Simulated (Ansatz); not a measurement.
F (C2/m) from a database structure, relaxed with r2SCAN+rVV10 in Ansatz. It is monoclinic, C2/m (No. 12); conventional cell a = 5.202 Å, b = 2.983 Å, c = 7.091 Å, β = 107.2°, 13.14 Å³ an atom. F is surrounded by 1 F at 1.40 Å.

The axes x, y and z are those of this cell:
```xyz
4
Lattice="2.6009 -1.4917 -0.0067 2.6009 1.4917 -0.0067 -2.0794 0.0000 6.7795" Properties=species:S:1:pos:R:3 pbc="T T T"
F     1.7918    0.0000    2.7225
F     0.2417    0.0000    0.6573
F     1.3305    0.0000    4.0436
F     2.8806    0.0000    6.1088
```

Unstrained: PBE gives an indirect gap of 2.679 eV, from Y₂ to Γ; the least direct gap is 2.737 eV at Γ. The r2SCAN gap is indirect, 3.531 eV (Y₂ to Γ), below the direct gap of 3.590 eV at Γ. The HSE06 gap is indirect, 5.864 eV (Y₂ to Γ), below the direct gap of 5.925 eV at Γ. Meshes: PBE 10×10×4, r2SCAN 10×10×4, HSE06 6×6×4. Strains are changes of length per length, and xy shears are angles. After each strain the atoms were relaxed again with r2SCAN+rVV10 within the symmetry that the strain leaves, so tilts or polar shifts that break it weren't tested; points keep the names that they have in the unstrained zone. The values are computed, spin-unpolarised, and not measurements.

Problem. Apply isotropic -2.47 % on every length. How far does the gap move, against the unstrained cell?

Solution. PBE: the gap goes from 2.679 to 2.574 eV (-0.105 eV). r2SCAN: the gap goes from 3.531 to 3.417 eV (-0.114 eV). HSE06: the gap goes from 5.864 to 5.753 eV (-0.111 eV).

Problem. Estimate what xy shear, engineering strain (angle) +0.32 % does to the gap.

Solution. PBE: the gap goes from 2.679 to 2.679 eV (0.000 eV). r2SCAN: the gap goes from 3.531 to 3.531 eV (0.000 eV). HSE06: the gap goes from 5.864 to 5.864 eV (0.000 eV).

Problem. Estimate what uniaxial -5.69 % along z, other directions held does to the gap.

Solution. PBE: the gap goes from 2.679 to 2.658 eV (-0.021 eV). r2SCAN: the gap goes from 3.531 to 3.505 eV (-0.026 eV). HSE06: the gap goes from 5.864 to 5.853 eV (-0.011 eV).

Problem. Apply uniaxial -1.33 % along y, other directions held. How far does the gap move, against the unstrained cell?

Solution. PBE: the gap goes from 2.679 to 2.645 eV (-0.034 eV). r2SCAN: the gap goes from 3.531 to 3.494 eV (-0.037 eV). HSE06: the gap goes from 5.864 to 5.826 eV (-0.038 eV).

The meshes of the hybrids are coarse, so their gaps aren't converged to the digits shown.
